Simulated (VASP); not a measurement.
# Ag (Fm-3m) in VASP: relaxation of cell and atoms with PBE

Aim: the relaxation of cell and atoms of Ag with PBE.

Program: VASP 6.6.1. These are calculated values, not measurements. Logs are shortened: lines on timing, memory, paths and dates and some standing lists are left out, and cuts for length are marked.

### Step 1. Starting point

It takes space group Fm-3m (No. 225, cubic). Conventional cell: a = 4.085 Å, b = 4.085 Å, c = 4.085 Å, α = 90.00°, β = 90.00°, γ = 90.00°. Around Ag (site symmetry m-3m) lie 12 Ag at 2.89 Å.

### Step 2. Relaxation of cell and atoms, PBE

INCAR reads:

```
  PREC = Accurate
  ENCUT = 600
  EDIFF = 1E-7
  ISMEAR = 0
  SIGMA = 0.1
  LREAL = F
  LASPH = T
  NELM = 80
  ALGO = Fast
  ISIF = 3
  LWAVE = F
  LCHARG = F
  GGA = PE
  IBRION = 2
  NSW = 80
  EDIFFG = -0.004
```

KPOINTS reads:

```
regular mesh
0
Gamma
  18 18 18
```

POSCAR reads:

```
Ag
1.0
    0.0000000000      2.0427500000      2.0427500000
    2.0427500000      0.0000000000      2.0427500000
    2.0427500000      2.0427500000      0.0000000000
Ag
1
Direct
    0.0000000000      0.0000000000      0.0000000000
```

Potentials or basis: VASP PAW PBE potentials, release 64 (Ag).

Command:

```
> cat potpaw_PBE.64/Ag/POTCAR > POTCAR
> mpirun -np 1 vasp_std > vasp.out
```

OUTCAR:

```text
PREC = Accurate
   ENCUT = 600
   EDIFF = 1E-7
   ISMEAR = 0
   LREAL = F
   LASPH = T
   NELM = 80
   ISIF = 3
   GGA = PE
   IBRION = 2
   NSW = 80
   EDIFFG = -0.004

 ion  position               nearest neighbor table
   1  0.000  0.000  0.000-

  LATTYP: Found a face centered cubic cell.
 ALAT       =     4.0855000000

  Lattice vectors:

 A1 = (   0.0000000000,   2.0427500000,   2.0427500000)
 A2 = (   2.0427500000,   0.0000000000,   2.0427500000)
 A3 = (   2.0427500000,   2.0427500000,   0.0000000000)

Analysis of symmetry for initial positions (statically):
=====================================================================
 Subroutine PRICEL returns:
 Original cell was already a primitive cell.

 Routine SETGRP: Setting up the symmetry group for a
 face centered cubic supercell.

 Subroutine GETGRP returns: Found 48 space group operations
 (whereof 48 operations were pure point group operations)
 out of a pool of 48 trial point group operations.

The static configuration has the point symmetry O_h .

Analysis of symmetry for dynamics (positions and initial velocities):
=====================================================================
 Subroutine PRICEL returns:
 Original cell was already a primitive cell.

 Routine SETGRP: Setting up the symmetry group for a
 face centered cubic supercell.

 Subroutine GETGRP returns: Found 48 space group operations
 (whereof 48 operations were pure point group operations)
 out of a pool of 48 trial point group operations.

The dynamic configuration has the point symmetry O_h .

 Subroutine INISYM returns: Found 48 space group operations
 (whereof 48 operations are pure point group operations),
 and found     1 'primitive' translations

----------------------------------------------------------------------------------------

                                     Primitive cell

  volume of cell :      17.0481

  direct lattice vectors                    reciprocal lattice vectors
     0.000000000  2.042750000  2.042750000    -0.244768082  0.244768082  0.244768082
     2.042750000  0.000000000  2.042750000     0.244768082 -0.244768082  0.244768082
     2.042750000  2.042750000  0.000000000     0.244768082  0.244768082 -0.244768082

  length of vectors
     2.888884755  2.888884755  2.888884755     0.423950755  0.423950755  0.423950755

  position of ions in fractional coordinates (direct lattice)
     0.000000000  0.000000000  0.000000000

  ion indices of the primitive-cell ions
   primitive index   ion index
                 1           1

----------------------------------------------------------------------------------------

 KPOINTS: regular mesh

Automatic generation of k-mesh.
 Grid dimensions read from file:
 generate k-points for:   18   18   18

 Generating k-lattice:

  Cartesian coordinates                     Fractional coordinates (reciprocal lattice)
    -0.013598227  0.013598227  0.013598227     0.055555556  0.000000000  0.000000000
     0.013598227 -0.013598227  0.013598227     0.000000000  0.055555556  0.000000000
     0.013598227  0.013598227 -0.013598227     0.000000000  0.000000000  0.055555556

  Length of vectors
     0.023552820  0.023552820  0.023552820

  Shift w.r.t. Gamma in fractional coordinates (k-lattice)
     0.000000000  0.000000000  0.000000000

 Subroutine IBZKPT returns following result:
 ===========================================

 Found    195 irreducible k-points:

 Following reciprocal coordinates:
            Coordinates               Weight
  0.000000  0.000000  0.000000      1.000000
  0.055556  0.000000  0.000000      8.000000
  0.111111  0.000000  0.000000      8.000000
  0.166667  0.000000  0.000000      8.000000
  0.222222  0.000000  0.000000      8.000000
  0.277778  0.000000  0.000000      8.000000
[... 16 lines left out ...]
 -0.277778  0.055556  0.000000     24.000000
 -0.222222  0.055556  0.000000     24.000000
 [... further k-points ...]
   k-points           NKPTS =    195   k-points in BZ     NKDIM =    195   number of bands    NBANDS=      9
   number of dos      NEDOS =    301   number of ions     NIONS =      1
   total plane-waves  NPLWV =  13824
   dimension x,y,z NGX =    24 NGY =   24 NGZ =   24
   dimension x,y,z NGXF=    48 NGYF=   48 NGZF=   48
   ions per type =               1
   NGX,Y,Z   is equivalent  to a cutoff of  13.81, 13.81, 13.81 a.u.
   NGXF,Y,Z  is equivalent  to a cutoff of  27.62, 27.62, 27.62 a.u.
 SYSTEM =  unknown system
   PREC   = accura    normal or accurate (medium, high low for compatibility)
   ISTART =      0    job   : 0-new  1-cont  2-samecut
   ICHARG =      2    charge: 1-file 2-atom 10-const
   ISPIN  =      1    spin polarized calculation?
   LNONCOLLINEAR =      F non collinear calculations
   LSORBIT =      F    spin-orbit coupling
   LASPH  =      T    aspherical Exc in radial PAW
   ENCUT  =  600.0 eV  44.10 Ry    6.64 a.u.   5.77  5.77  5.77*2*pi/ulx,y,z
   NELM   =     80;   NELMIN=  2; NELMDL= -5     # of ELM steps
   EDIFF  = 0.1E-06   stopping-criterion for ELM
   LREAL  =      F    real-space projection
   EDIFFG = -.4E-02   stopping-criterion for IOM
   NSW    =     80    number of steps for IOM
   IBRION =      2    ionic relax: 0-MD 1-quasi-New 2-CG
   NFREE  =      1    steps in history (QN), initial steepest desc. (CG)
   ISIF   =      3    stress and relaxation
   ISYM   =      2    0-nonsym 1-usesym 2-fastsym
   POTIM  = 0.5000    time-step for ionic-motion
   TEBEG  =    0.0;   TEEND  =   0.0 temperature during run
   PSTRESS=    0.0 pullay stress
   NELECT =      11.0000    total number of electrons
   NUPDOWN=      -1.0000    fix difference up-down
   EMIN   =  10.00;   EMAX   =-10.00  energy-range for DOS
   EFERMI =   0.00;   METHOD = LEGACY
   ISMEAR =     0;   SIGMA  =   0.10  broadening in eV -4-tet -1-fermi 0-gaus
   EFERMI_NEDOS =   21; number of points for ismear=-14 and -15
   IALGO  =     68    algorithm
   IMIX   =      4    mixing-type and parameters
     AMIX     =   0.40;   BMIX     =  1.00
     AMIX_MAG =   1.60;   BMIX_MAG =  1.00
  volume/ion in A,a.u.               =      17.05       115.05
  Fermi-wavevector in a.u.,A,eV,Ry     =   1.414644  2.673290 27.228221  2.001218
  Thomas-Fermi vector in A             =   2.536165
   LORBIT       =      0    0 simple, 1 ext, 2 COOP (PROOUT), +10 PAW based schemes
   GGA     = PE    functional components
   LHFCALC =     F    Hartree Fock is set to
   AEXX    =    0.0000 exact exchange contribution
   IVDW    =     0    specifies the selected vdW correction
   LEPSILON=     F    determine dielectric tensor
   LRPA    =     F    only Hartree local field effects (RPA)
 conjugate gradient relaxation of ions
 non-spin polarized calculation
 RMM-DIIS sequential band-by-band and
 Gauss-broadening in eV      SIGMA  =   0.10
  energy-cutoff  :      600.00
  volume of cell :       17.05
 maximum number of plane-waves:       588
   NGX = 11   NGY = 11   NGZ = 11

--------------------------------------- Ionic step        1  -------------------------------------------

 number of electron      10.9999999 magnetization

 Free energy of the ion-electron system (eV)
  ---------------------------------------------------
  ext. energy  EPLUGINS =         0.00000000
  ---------------------------------------------------
  free energy    TOTEN  =        -2.70992224 eV

  energy without entropy =       -2.70894117  energy(sigma->0) =       -2.70943170

------------------------ aborting loop because EDIFF is reached ----------------------------------------

  FORCE on cell =-STRESS in cart. coord.  units (eV):
  Direction    XX          YY          ZZ          XY          YZ          ZX
  --------------------------------------------------------------------------------------
  -------------------------------------------------------------------------------------
  Total        0.4867484      0.4867484      0.4867484      0.0000000      0.0000000     -0.0000000
  in kB       45.7445643     45.7445643     45.7445643      0.0000000      0.0000000     -0.0000000
  external PRESSURE =      45.7445643 kB  Pullay stress =       0.0000000 kB

 VOLUME and BASIS-vectors are now :
 -----------------------------------------------------------------------------
  energy-cutoff  :      600.00
  volume of cell :       17.05
      direct lattice vectors                 reciprocal lattice vectors
     0.000000000  2.042750000  2.042750000    -0.244768082  0.244768082  0.244768082
     2.042750000  0.000000000  2.042750000     0.244768082 -0.244768082  0.244768082
     2.042750000  2.042750000  0.000000000     0.244768082  0.244768082 -0.244768082
[... 36 lines left out ...]
 POSITION                                       TOTAL-FORCE (eV/Angst)
 -----------------------------------------------------------------------------------
      0.00000      0.00000      0.00000         0.000000      0.000000      0.000000
 -----------------------------------------------------------------------------------
    total drift:                               -0.000000      0.000000     -0.000000

  FREE ENERGIE OF THE ION-ELECTRON SYSTEM (eV)
  ---------------------------------------------------
  free  energy   TOTEN  =        -2.7166694377 eV

  energy  without entropy=       -2.7154902915  energy(sigma->0) =       -2.71607986

--------------------------------------- Ionic step        3  -------------------------------------------

 number of electron      11.0000000 magnetization

 Free energy of the ion-electron system (eV)
  ---------------------------------------------------
  ext. energy  EPLUGINS =         0.00000000
  ---------------------------------------------------
  free energy    TOTEN  =        -2.72007371 eV

  energy without entropy =       -2.71899471  energy(sigma->0) =       -2.71953421

 E-fermi :   7.8139     XC(G=0): -11.9547

 val. band max:        7.7834249130   @ k =   0.5000   0.1667   0.0556
 cond. band min:       7.9246324795   @ k =   0.5000   0.3333   0.1111
 fundamental gap:      0.1412075666
 Fermi energy:         7.8139059205

 k-point     1 :       0.0000    0.0000    0.0000
  band No.  band energies     occupation
      1       0.3889      2.00000
      2       3.1902      2.00000
      3       3.1902      2.00000
      4       3.1902      2.00000
      5       4.1477      2.00000
      6       4.1477      2.00000
      7      23.7701      0.00000
      8      27.0937      0.00000
      9      27.0937      0.00000

 k-point     2 :       0.0556    0.0000    0.0000
  band No.  band energies     occupation
      1       0.4823      2.00000
      2       3.1696      2.00000
      3       3.2154      2.00000
      4       3.2154      2.00000
      5       4.1382      2.00000
      6       4.1382      2.00000
      7      23.7757      0.00000
      8      26.2524      0.00000
      9      27.1195      0.00000
[... 253 lines left out ...]
 k-point    24 :      -0.2222    0.0556    0.0000
  band No.  band energies     occupation
      1       1.7511      2.00000
      2       3.2146      2.00000
      3       3.4181      2.00000
      4       3.4448      2.00000
      5       4.1064      2.00000
      6       4.4501      2.00000
      7      19.0813      0.00000
      8      23.8336      0.00000
      9      26.0531      0.00000

 [... further k-points ...]

------------------------ aborting loop because EDIFF is reached ----------------------------------------

  FORCE on cell =-STRESS in cart. coord.  units (eV):
  Direction    XX          YY          ZZ          XY          YZ          ZX
  --------------------------------------------------------------------------------------
  -------------------------------------------------------------------------------------
  Total        0.0020500      0.0020500      0.0020500      0.0000000     -0.0000000     -0.0000000
  in kB        0.1845102      0.1845102      0.1845102      0.0000000     -0.0000000     -0.0000000
  external PRESSURE =       0.1845102 kB  Pullay stress =       0.0000000 kB

 VOLUME and BASIS-vectors are now :
 -----------------------------------------------------------------------------
  energy-cutoff  :      600.00
  volume of cell :       17.80
      direct lattice vectors                 reciprocal lattice vectors
    -0.000000000  2.072379833  2.072379833    -0.241268513  0.241268513  0.241268513
     2.072379833  0.000000000  2.072379833     0.241268513 -0.241268513  0.241268513
     2.072379833  2.072379833  0.000000000     0.241268513  0.241268513 -0.241268513

 POSITION                                       TOTAL-FORCE (eV/Angst)
 -----------------------------------------------------------------------------------
      0.00000      0.00000      0.00000         0.000000      0.000000      0.000000
 -----------------------------------------------------------------------------------
    total drift:                               -0.000000      0.000000     -0.000000

  FREE ENERGIE OF THE ION-ELECTRON SYSTEM (eV)
  ---------------------------------------------------
  free  energy   TOTEN  =        -2.7200737122 eV

  energy  without entropy=       -2.7189947094  energy(sigma->0) =       -2.71953421

 reached required accuracy - stopping structural energy minimisation
```

It took 29 s on 1 thread of Intel Xeon 6975P-C (Granite Rapids), shared host; peak memory 0.18 GiB.

What came out:

```yaml
Free_energy: -2.7201 eV
Relaxed_volume: 17.80 Å³/atom
Relaxed_cell: a = 2.931 Å, b = 2.931 Å, c = 2.931 Å, α = 60.00°, β = 60.00°, γ = 60.00°
Space_group_after_relaxing_to_0.05_Å: Fm-3m (No. 225)
Energy_gained_by_relaxing: 10.2 meV/atom
Ionic_steps: 3
Pressure_after_relaxing: 0.0 GPa
Band_gap_on_the_k_mesh: none (metal or under the smearing width)
```

The path:
```tsv
step	energy change (eV)	largest force (eV/Å)	pressure (GPa)	volume (Å³)
1	0.0000	0.0000	4.57	17.05
2	-0.0067	0.0000	-2.23	18.28
3	-0.0102	0.0000	0.02	17.80
```

Final structure:
```cif
data_structure
_symmetry_space_group_name_H-M 'P 1'
_symmetry_Int_Tables_number 1
_cell_length_a 2.9308
_cell_length_b 2.9308
_cell_length_c 2.9308
_cell_angle_alpha 60.000
_cell_angle_beta 60.000
_cell_angle_gamma 60.000
_cell_volume 17.80
loop_
_atom_site_label
_atom_site_type_symbol
_atom_site_fract_x
_atom_site_fract_y
_atom_site_fract_z
_atom_site_occupancy
Ag1 Ag 0.00000 0.00000 0.00000 1
```

PBE usually gives volumes a little too large and moduli too small. Zero-point motion and thermal expansion aren't in these numbers.
